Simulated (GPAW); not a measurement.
GaSb:

```
Sb Ga
1.0
     0.00000    3.05900    3.05900
     3.05900    0.00000    3.05900
     3.05900    3.05900    0.00000
Sb Ga
1 1
Direct
  0.75000 0.75000 0.75000
  0.00000 0.00000 0.00000
```

Base run:

- Program: GPAW 26.7.0
- Functional: BLYP
- Potentials or basis: PAW data sets generated in the run's folder for this functional
- Cutoff: 600 eV
- Basis: pw
- k mesh: 8 × 8 × 8
- Occupations: fermi-dirac, width 0.05 eV
- Spin: no spin polarisation

Its results: pressure 5.2 GPa.

Question: After a change of settings the same cell gave: pressure -0.1 GPa. Which change was it?
A. functional from BLYP to revPBE; potentials or basis from PAW data sets generated in the run's folder for this functional to the program's PAW data sets (release 1.2.1) made for this functional
B. functional from BLYP to RPBE; potentials or basis from PAW data sets generated in the run's folder for this functional to the program's PAW data sets (release 1.2.1) made for this functional
C. functional from BLYP to PBEsol

Answer: C.

PBEsol binds more tightly than BLYP, so the same cell stands under less pressure.
